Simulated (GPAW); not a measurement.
# TePb (Fm-3m) in GPAW: settings compared, part 2 of 4

GPAW 26.7.0. Earlier steps stand in the parts before.

## 3. Dielectric tensor, PBE

run.py

```python
import numpy as np
from ase import Atoms
from ase.dft.bandgap import bandgap
from ase.io import write
from gpaw import GPAW, PW
from gpaw.response.df import DielectricFunction

atoms = Atoms(['Pb', 'Te'],
              cell=[[0.0, 3.231, 3.231],
                    [3.231, 0.0, 3.231],
                    [3.231, 3.231, 0.0]],
              scaled_positions=[[0.0, 0.0, 0.0],
                                [0.5, 0.5, 0.5]],
              pbc=True)

calc = GPAW(mode=PW(500),
            xc='PBE',
            kpts={'size': (6, 6, 6), 'gamma': True},
            occupations={'name': 'fermi-dirac', 'width': 0.001},
            setups={'Te': '16'},
            nbands=-9,
            convergence={'density': 1e-06},
            maxiter=150,
            txt='gpaw.txt')
atoms.calc = calc
energy = atoms.get_potential_energy()
calc.write('gs.gpw')
write('result.traj', atoms)
print(f'Energy: {energy:.6f} eV')
print('Fermi level:', round(calc.get_fermi_level(), 4), 'eV')
print(f'Gap: {bandgap(calc)[0]:.4f} eV, direct: {bandgap(calc, direct=True)[0]:.4f} eV')

for size in [(13, 13, 13), (18, 18, 18)]:
    name = 'x'.join(str(n) for n in size)
    dense = calc.fixed_density(kpts={'size': size, 'gamma': True},
                               nbands=41, convergence={'bands': 35},
                               update_fermi_level=True, txt=f'dense-{name}.txt')
    dense.write(f'{name}.gpw', mode='all')
    df = DielectricFunction(f'{name}.gpw', frequencies=np.array([0.0]), hilbert=False, eta=0.001,
                            ecut=100, nbands=35, intraband=False, txt=f'df-{name}.txt')
    for xc in ['RPA', 'LR0.1', 'Bootstrap']:
        for direction in ['x', 'y', 'z', [0, 1, 1], [1, 0, 1], [1, 1, 0]]:
            e0, e = df.get_macroscopic_dielectric_constant(xc=xc, direction=direction)
            print(f'{name} {xc} {direction}: {e0:.4f} without, {e:.4f} with local fields')
```

Potentials or basis: GPAW PAW data sets (gpaw-data 1.2.1), other valence, pw.

Launch:

```console
OMP_NUM_THREADS=1 python run.py
```

gpaw.txt:

```text
__  _  _
 | _ |_)|_||  |
 |__||  | ||/\| - 26.7.0

Input parameters:
  mode=PW(ecut=500.0),
  convergence={'density': 1e-06},
  kpts=MonkhorstPack(size=(6, 6, 6), gamma=True),
  maxiter=150,
  nbands=-9,
  occupations=Occupations(name='fermi-dirac', width=0.001),
  setups={'Te': '16'},
  xc=XC(name='PBE')

Diagonalizing LCAO Hamiltonian
Converting LCAO to pw mode

                 Te

       Pb

Atoms  # Å, Bohr magnetons
|   | symbol |        x |        y |        z |    initial magnetic moments |
|---|--------|----------|----------|----------|-----------------------------|
| 0 |     Pb | 0.000000 | 0.000000 | 0.000000 | ( 0.0000,  0.0000,  0.0000) |
| 1 |     Te | 3.231000 | 3.231000 | 3.231000 | ( 0.0000,  0.0000,  0.0000) |

Unit cell  # Å
| periodic |        x |        y |        z |  lengths |    angles |
|----------|----------|----------|----------|----------|-----------|
|      yes | 0.000000 | 3.231000 | 3.231000 | 4.569324 | 60.000000 |
|      yes | 3.231000 | 0.000000 | 3.231000 | 4.569324 | 60.000000 |
|      yes | 3.231000 | 3.231000 | 0.000000 | 4.569324 | 60.000000 |

Number of symmetries: 48
Symmetry operations  # r_c * U_cc + t_c -> r_c
|    | kind |            matrix            |
|----|------|------------------------------|
|  0 |  σ   |  1, 0, 0,  1, 0,-1,  1,-1, 0 |
|  1 |  C2  |  1, 0, 0,  1,-1, 0,  1, 0,-1 |
|  2 |  E   |  1, 0, 0,  0, 1, 0,  0, 0, 1 |
|  3 |  σ   |  1, 0, 0,  0, 0, 1,  0, 1, 0 |
|  4 |  C4  |  1, 0,-1,  1, 0, 0,  1,-1, 0 |
|  5 |  S6  |  1, 0,-1,  1,-1, 0,  1, 0, 0 |
|  6 |  σ   |  1, 0,-1,  0, 1,-1,  0, 0,-1 |
|  7 |  C3  |  1, 0,-1,  0, 0,-1,  0, 1,-1 |
|  8 |  S6  |  1,-1, 0,  1, 0, 0,  1, 0,-1 |
|  9 |  C4  |  1,-1, 0,  1, 0,-1,  1, 0, 0 |
| 10 |  C3  |  1,-1, 0,  0,-1, 1,  0,-1, 0 |
| 11 |  σ   |  1,-1, 0,  0,-1, 0,  0,-1, 1 |
| 12 |  σ   |  0, 1, 0,  1, 0, 0,  0, 0, 1 |
| 13 |  C4  |  0, 1, 0,  0, 1,-1, -1, 1, 0 |
| 14 |  C3  |  0, 1, 0,  0, 0, 1,  1, 0, 0 |
| 15 |  S6  |  0, 1, 0, -1, 1, 0,  0, 1,-1 |
| 16 |  C2  |  0, 1,-1,  1, 0,-1,  0, 0,-1 |
| 17 |  σ   |  0, 1,-1,  0, 1, 0, -1, 1, 0 |
| 18 |  S4  |  0, 1,-1,  0, 0,-1,  1, 0,-1 |
| 19 |  C4  |  0, 1,-1, -1, 1, 0,  0, 1, 0 |
| 20 |  C3  |  0, 0, 1,  1, 0, 0,  0, 1, 0 |
| 21 |  σ   |  0, 0, 1,  0, 1, 0,  1, 0, 0 |
| 22 |  S6  |  0, 0, 1,  0,-1, 1, -1, 0, 1 |
| 23 |  C4  |  0, 0, 1, -1, 0, 1,  0,-1, 1 |
| 24 |  S4  |  0, 0,-1,  1, 0,-1,  0, 1,-1 |
| 25 |  C3  |  0, 0,-1,  0, 1,-1,  1, 0,-1 |
| 26 |  C2  |  0, 0,-1,  0,-1, 0, -1, 0, 0 |
| 27 |  S6  |  0, 0,-1, -1, 0, 0,  0,-1, 0 |
| 28 |  S4  |  0,-1, 1,  1,-1, 0,  0,-1, 0 |
| 29 |  C4  |  0,-1, 1,  0, 0, 1, -1, 0, 1 |
| 30 |  C2  |  0,-1, 1,  0,-1, 0,  1,-1, 0 |
| 31 |  σ   |  0,-1, 1, -1, 0, 1,  0, 0, 1 |
| 32 |  C3  |  0,-1, 0,  1,-1, 0,  0,-1, 1 |
| 33 |  S6  |  0,-1, 0,  0, 0,-1, -1, 0, 0 |
| 34 |  S4  |  0,-1, 0,  0,-1, 1,  1,-1, 0 |
| 35 |  C2  |  0,-1, 0, -1, 0, 0,  0, 0,-1 |
| 36 |  C2  | -1, 1, 0,  0, 1, 0,  0, 1,-1 |
| 37 |  S6  | -1, 1, 0,  0, 1,-1,  0, 1, 0 |
| 38 |  S4  | -1, 1, 0, -1, 0, 1, -1, 0, 0 |
| 39 |  C3  | -1, 1, 0, -1, 0, 0, -1, 0, 1 |
| 40 |  S6  | -1, 0, 1,  0, 0, 1,  0,-1, 1 |
| 41 |  C2  | -1, 0, 1,  0,-1, 1,  0, 0, 1 |
| 42 |  C3  | -1, 0, 1, -1, 1, 0, -1, 0, 0 |
| 43 |  S4  | -1, 0, 1, -1, 0, 0, -1, 1, 0 |
| 44 |  C2  | -1, 0, 0,  0, 0,-1,  0,-1, 0 |
| 45 |  i   | -1, 0, 0,  0,-1, 0,  0, 0,-1 |
| 46 |  σ   | -1, 0, 0, -1, 1, 0, -1, 0, 1 |
| 47 |  C2  | -1, 0, 0, -1, 0, 1, -1, 1, 0 |

BZ-sampling:
  Number of BZ points: 216
  Number of IBZ points: 16

  Monkhorst-Pack size: [6, 6, 6]
  Monkhorst-Pack shift: [0.08333333333333333, 0.08333333333333333, 0.08333333333333333]

K-points  # in reciprocal-cell coordinates
|     |                                coordinates |     weight |
|-----|--------------------------------------------|------------|
|   0 | (  0.00000000,   0.00000000,   0.00000000) | 0.00462963 |
|   1 | (  0.16666667,   0.16666667,   0.00000000) | 0.02777778 |
|   2 | (  0.16666667,   0.16666667,   0.16666667) | 0.03703704 |
|   3 | (  0.33333333,   0.16666667,   0.16666667) | 0.05555556 |
|   4 | (  0.33333333,   0.33333333,  -0.33333333) | 0.05555556 |
|   5 | (  0.33333333,   0.33333333,   0.00000000) | 0.02777778 |
|   6 | (  0.33333333,   0.33333333,   0.16666667) | 0.11111111 |
|   7 | (  0.33333333,   0.33333333,   0.33333333) | 0.03703704 |
|   8 | (  0.50000000,   0.33333333,  -0.33333333) | 0.11111111 |
|   9 | (  0.50000000,   0.33333333,  -0.16666667) | 0.05555556 |
| ... |                                            |            |
|  15 | (  0.50000000,   0.50000000,   0.50000000) | 0.01851852 |

Plane wave coefficients: 1736
Cutoff: 500.0 eV

Spin-components: 1 (collinear spins)
Bands:           24
Projectors:      12
Spin-degeneracy: 2
Datatype:        complex128

Density:
  Valence electrons: 30.0
  Components: 1
  Grid points: [24 24 24]
  Charge: 0.0  # |e|

Potential:
  Grid points: [24 24 24]

species:
  Pb:
    name:    Lead
    Z:       82.0
    valence: 14
    core:    68
    charge:  0.0  # [|e|]
    compensation charges:
      type: gauss
      rc: 0.38  # [Å]
      lmax: 2
    cutoffs:
      filter: 2.36  # [Å]
      core: 2.43  # [Å]
    projectors
    | kind |    occ | energy [eV] | rcut [Å] |
    |------|--------|-------------|----------|
    |   6s |  2.000 |     -11.969 |    1.259 |
    |   6p |  2.000 |      -3.506 |    1.275 |
    |   5d | 10.000 |     -21.211 |    1.217 |
    |    s |        |      15.243 |    1.259 |
    |    p |        |      23.705 |    1.275 |
    |    d |        |       6.001 |    1.217 |

    Using partial waves for Pb as LCAO basis

  Te:
    name:    Tellurium
    Z:       52.0
    valence: 16
    core:    36
    charge:  0.0  # [|e|]
    compensation charges:
      type: gauss
      rc: 0.37  # [Å]
      lmax: 2
    cutoffs:
      filter: 2.06  # [Å]
      core: 2.12  # [Å]
    projectors
    | kind |    occ | energy [eV] | rcut [Å] |
    |------|--------|-------------|----------|
    |   5s |  2.000 |     -15.088 |    1.164 |
    |   5p |  4.000 |      -5.955 |    1.164 |
    |   4d | 10.000 |     -41.660 |    1.164 |
    |    s |        |      12.123 |    1.164 |
    |    p |        |      21.256 |    1.164 |
    |    d |        |     -14.449 |    1.164 |

    Using partial waves for Te as LCAO basis

Reference energy: -752065.146801  # eV

eigensolver:
  PPCG
  Converge bands: occupied
  niter=2

density mixing:
  MSR1-Mixer
  Pratt-step length: 0.05
  Maximum mixing coefficient: 0.75
  Old densities: 10
  SVD Regularization: 0.005
  Good broyden scale: 1.0
  Trust region scale: 1.0
  Backstep threshold: 4.0
  History deletion threshold: 6.0
  Fourier metric: weight=20.0, sigma=0.015

occupation numbers:
  Fermi-Dirac:
    width: 0.0010  # eV

poisson solver:
  ecut: 4000.0  # eV

xc functional:
  name: PBE with 2 nearest neighbor stencil

convergence criteria:
- Maximum integral of absolute [dens]ity change: 1e-06 electrons / valence electron
- Maximum [total energy] change in last 3 cyles: 0.0005 eV / valence electron
- Maximum integral of absolute [eigenst]ate change: 4e-08 eV^2 / valence electron
maximum number of iterations: 150

SCF iterations
|iter     | |      energy | eigst |  dens |
|---------|-|-------------|-------|-------|
|iter:   1| |   -7.789032 | -0.45 |       |
|iter:   2| |   -7.766010 | -2.39 | -1.53 |
|iter:   3| |   -7.681815 | -2.29 | -1.57 |
|iter:   4| |   -7.683323 | -3.93 | -2.18 |
|iter:   5| |   -7.683773c| -4.48 | -2.64 |
|iter:   6| |   -7.683792c| -5.70 | -3.41 |
|iter:   7| |   -7.683793c| -7.08 | -4.30 |
|iter:   8| |   -7.683793c| -7.64c| -4.68 |
|iter:   9| |   -7.683793c| -8.18c| -5.62 |
|iter:  10| |   -7.683793c| -8.99c| -5.97 |
|iter:  11| |   -7.683793c| -9.47c| -6.82c|

Converged in 11 steps
Energy contributions relative to reference atoms: (reference = -752065.146801)

Energy contributions:
  Kinetic:          18.686743
  Coulomb:         -18.733071
  Zero:             -0.097508
  External:          0.000000
  Xc:               -7.539957
  Entropy:          -0.000000
  Spinorbit:         0.000000
  ----------------------------
  Free energy:      -7.683793
  Extrapolated:     -7.683793

dipole moment: (-27.305402, -27.305402, -27.305402)  # |e|*Ang

Fermi level: 6.228
Eigenvalues  # (at kpt = [0.000, 0.000, 0.000])
| band index |      eig [eV] | occ [0-2] |
|------------|---------------|-----------|
|          0 |       -30.492 |     2.000 |
|        ... |               |           |
|          7 |       -11.037 |     2.000 |
|          8 |       -11.037 |     2.000 |
|          9 |       -11.037 |     2.000 |
|         10 |        -6.328 |     2.000 |
|         11 |         0.145 |     2.000 |
|         12 |         4.311 |     2.000 |
[... 9 lines left out ...]
|         22 |        13.400 |     0.000 |
|         23 |        13.405 |     0.000 |

Gap: 0.653 eV
Transition (v -> c):
  (s=0, k=15, n=14, [0.50, 0.50, 0.50]) -> (s=0, k=15, n=15, [0.50, 0.50, 0.50])
No difference between direct/indirect transitions
# Writing to gs.gpw (mode='')
```

Run time: 11 min. Hardware: 1 thread of Arm Neoverse V1, shared host; peak memory 0.76 GiB.

Results:

```yaml
Free_energy: -7.6838 eV
Band_gap_on_the_k_mesh: 0.65 eV, direct
Electronic_dielectric_tensor_diagonal: 29.84
```

Electronic dielectric tensor:
```
29.84  0.00  0.00
 0.00 29.84  0.00
 0.00  0.00 29.84
```

Caveat: the gap is small at this level, which inflates the dielectric constant; the long-wavelength limit can be off by a per cent or two; spin-orbit coupling is left out, which as a rule narrows the gap of such compounds by several tenths of an eV.

(Continued in part 3 of 4.)
